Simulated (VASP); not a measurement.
Wanted: the native input for a VASP 6.6.1 run.

```
Task                   : relaxation of cell and atoms
Functional             : LDA
Potentials or basis    : VASP PAW LDA potentials, release 64 (Sn_d, O)
Cutoff                 : 600 eV
k mesh                 : 5 × 5 × 5
Occupations            : fermi-dirac, width 0.05 eV
Spin                   : no spin polarisation
Further INCAR settings : ALGO = Normal; EDIFF = 1e-07; IBRION = 2; EDIFFG = -0.01; NSW = 40; ISIF = 3
```

The structure of SnO2 lies in POSCAR:

```
SnO2
1.0
   -3.2488970000      3.4144700000      3.4140210000
    3.2488970000     -3.4144700000      3.4140210000
    3.2488970000      3.4144700000     -3.4140210000
Sn O
4 8
Direct
    0.5000000000      0.0000000000      0.0000000000
    0.5000000000      0.5000000000      0.5000000000
    0.0035990000      0.7535990000      0.2500000000
    0.9964010000      0.2464010000      0.7500000000
    0.8064960000      0.8037740000      0.4972780000
    0.8064960000      0.3092180000      0.0027220000
    0.3024350000      0.2459400000      0.0564950000
    0.6894450000      0.2459400000      0.4435050000
    0.3105550000      0.7540600000      0.5564950000
    0.1935040000      0.6907820000      0.9972780000
    0.6975650000      0.7540600000      0.9435050000
    0.1935040000      0.1962260000      0.5027220000
```

The cell is a database's computed one.

One way to write it, as run:

INCAR

```
SYSTEM = SnO2
  PREC = Accurate
  ENCUT = 600
  EDIFF = 1E-7
  ISMEAR = -1
  SIGMA = 0.05
  LREAL = .FALSE.
  LASPH = .TRUE.
  NELM = 80
  ALGO = Normal
  ISIF = 3
  LWAVE = .FALSE.
  LCHARG = .FALSE.
  IBRION = 2
  NSW = 40
  EDIFFG = -0.01
  PSTRESS = 0
```

KPOINTS

```
regular mesh
0
G
  5 5 5
  0 0 0
```

Potentials or basis: VASP PAW LDA potentials, release 64 (Sn_d, O).

Command:

```bash
$ cat potpaw_LDA.64/Sn_d/POTCAR potpaw_LDA.64/O/POTCAR > POTCAR
$ mpirun -np 1 vasp_std > vasp.out
```

It gave:

- Relaxed volume: 11.90 Å³/atom
- Relaxed cell: a = 5.706 Å, b = 5.706 Å, c = 5.706 Å, α = 111.86°, β = 108.29°, γ = 108.29°
- Space group after relaxing (to 0.05 Å): P4_2/mnm (No. 136)
- Energy gained by relaxing: 25.9 meV/atom
- Ionic steps: 17
- Pressure after relaxing: 0.0 GPa
- Largest force after relaxing: 0.009 eV/Å
- Band gap on the k mesh: 1.15 eV

Caveat: spin-orbit coupling is left out, which moves the levels of the heavy elements.

Wall time 51 min on 1 thread of Intel(R) Xeon(R) Platinum 8488C (Sapphire Rapids) (shared host), peak memory 0.41 GiB.
